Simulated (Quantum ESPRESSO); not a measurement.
TiO2:

```
Ti O
1.0
     4.59984    0.00000    0.00000
     0.00000    4.59984    0.00000
     0.00000    0.00000    2.95921
Ti O
2 4
Direct
  0.00000 0.00000 0.50000
  0.50000 0.50000 0.00000
  0.30432 0.30432 0.50000
  0.19568 0.80432 0.00000
  0.80432 0.19568 0.00000
  0.69568 0.69568 0.50000
```

The cell is a database's computed one.

Base run:

```yaml
Program: Quantum ESPRESSO 7.5
Functional: PBE
Potentials_or_basis: PseudoDojo 0.4.1 SR PBE standard
Cutoff: 1143 eV
Density_cutoff: 4572 eV
k_mesh: 4 × 4 × 6, shifted
Occupations: fermi-dirac, width 0.05 eV
Spin: no spin polarisation
```

Its results: pressure 3.6 GPa; largest force 0.018 eV/Å; electronic dielectric tensor (diagonal) 7.33, 7.33, 8.60.

Question: The run is repeated on the same cell with these changes: functional from PBE to BLYP. What comes out?

Answer: Pressure 10.2 GPa; largest force 0.071 eV/Å; electronic dielectric tensor (diagonal) 7.26, 7.26, 8.54.

BLYP binds less tightly than PBE, so the same cell stands under more pressure.

Caveats: the cell is more than 3 GPa from zero pressure, which shifts response properties; the potentials were made for another functional, which shifts forces and pressure (some runs).

Not every run made on this cell is shown here.
